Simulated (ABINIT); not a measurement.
Wanted: the native input for an ABINIT 10.8.3 (patched build) run.

```
Task                : single point
Functional          : PBE
Potentials or basis : JTH PAW PBE v2.0
Cutoff              : 707 eV
k mesh              : 10 × 10 × 5
Occupations         : fermi-dirac, width 0.05 eV
Spin                : no spin polarisation
Fine-grid cutoff    : 1306.15 eV
```

The structure of CuO lies in POSCAR:

```
CuO
1.0
    2.3055752800     -1.7296126400      0.0728065900
    2.3157556600      1.7435441000      0.0481486400
   -0.7080927800     -0.0389675500      5.1290691300
Cu O
2 2
Direct
    0.0142532200      0.4796454100      0.0604322300  Cu
    0.4708797100      0.1540682100      0.4741201700  Cu
    0.5692681500      0.2960328600      0.2639427200  O
    0.4455989200      0.5702535100      0.7015048700  O
```

One way to write it, as run:

run.abi

```
pp_dirpath "./"
pseudos "Cu.GGA_PBE-JTH.xml, O.GGA_PBE-JTH.xml"

structure "poscar:POSCAR"
natom 4
chkprim 0
chksymtnons 0
tolsym 1.0e-6

ecut 26.0
pawecutdg 48.0
pawxcdev 0
pawovlp -1

kptopt 1
ngkpt 10 10 5
nshiftk 1
shiftk 0.0 0.0 0.0

ixc 11

nband 30
occopt 3
tsmear 0.00183747

nstep 100
tolvrs 1.0e-9

iomode 3
prtwf 0
prtden 0
prteig 0
prtebands 0
```

Potentials or basis: JTH PAW PBE v2.0.

The run is started by

```console
$ mpirun --bind-to none -np 4 abinit run.abi > log 2>&1
```

Results of the run:

```
Pressure               : 97.2 GPa
Largest force          : 41.816 eV/Å
Band gap on the k mesh : none (metal or under the smearing width)
```

Caveat: the atomic spheres overlap; the cell as given lies far from equilibrium; so large a pressure means that the cell lies far from this level's equilibrium, or that cutoff or potentials fall short; the run has no spin polarisation, though such a crystal can be magnetic; semilocal functionals often make such compounds metallic where correlation or magnetic order opens a gap, which also shifts bond lengths; forces of over 1 eV/Å show positions far from the minimum, so gaps and moduli don't describe the material at rest.

Wall time 3.1 min on 4 MPI ranks on Arm Neoverse V1, on a shared host, peak memory 0.68 GiB a rank.
